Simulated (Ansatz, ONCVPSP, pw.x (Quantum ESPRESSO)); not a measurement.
P: one change to the ONCV potential, in the atom and in the bcc crystal

```json
{"Element": "phosphorus", "Generator": "ONCVPSP 4.0.1.1 (patched build)", "Type": "optimised norm-conserving Vanderbilt (ONCV)", "Functional": "PBE", "Relativity": "scalar-relativistic", "Frozen core": "[Ne]", "Valence charge": "5", "Reference configuration": "3s2 3p3", "Partial waves": "3s: rc 1.50 bohr, ncon 4, nbas 8, qcut 4.3 1/bohr, 1 projector; 3p: rc 1.65 bohr, ncon 4, nbas 8, qcut 4.4 1/bohr, 1 projector; d scattering state at 0.04 Ha: rc 1.40 bohr, ncon 4, nbas 9, qcut 8.2 1/bohr, 2 projectors, debl 0.5 Ha", "Local potential": "polynomial inside 1.05 bohr (lpopt 5, dvloc0 -1 Ha)", "Core correction": "polynomial model core, fcfact 0.75"}
```

Change: s: nproj 2.

Cutoffs, loose and tight: the cutoffs (Ha) at which the residual kinetic energy of the hardest occupied pseudo-wave falls to 1 and 0.1 mHa per electron. They do not see the model core or the augmentation charge, which bear on the density cutoff. Test errors are all-electron minus pseudo excitation energies from the reference, over the configurations 3s2 3p2; 3s2 3p1; 3s2 3p0; 3s0 3p5; variants that change the core or the reference have their own tests.

Crystal test: bcc P in pw.x 7.5, no spin, 15³ k-points, Fermi–Dirac smearing 0.01 Ry, cutoffs set for each file from its atomic test. The reference is all-electron LAPW (Ansatz 0.2.0) with the same functional, mesh and smearing; V0 and B0 come from Birch–Murnaghan fits to the pressures at five volumes. Errors are pseudo minus all-electron; Δ is the rms difference of the E(V) curves that follow from these fits, minima aligned, over ±6 % about the mean V0. Mesh and smearing are coarse, so the numbers serve the comparison and aren't converged zero-temperature values; the lattice is a test structure that the element need not adopt.

All-electron: a0 = 3.052 Å (V0 = 14.22 Å³/atom), B0 = 95.6 GPa.

Does the change bring the crystal closer to the all-electron result?

The mean pressure error goes from -0.85 to -0.47 GPa, so the change moves the solid closer to the all-electron pressures.

| quantity | base | changed |
| --- | --- | --- |
| outcome (atom) | generated | generated |
| cutoff, loose (atom) | 10 Ha | 10 Ha |
| cutoff, tight (atom) | 44 Ha | 44 Ha |
| bound ghosts (atom) | none | none |
| largest test error (meV) (atom) | +125 | +46 |
| cutoffs in pw.x (Ry) | 105/420 | 105/420 |
| a0 (Å) | 3.043 | 3.047 |
| a0 error (%) | -0.30 | -0.17 |
| B0 error (%) | +1.2 | +0.2 |
| Δ (meV/atom) | 2.7 | 1.5 |
| mean pressure error (GPa) | -0.85 | -0.47 |

Base: The generator flags a localised state at positive energy (s at 24 eV).
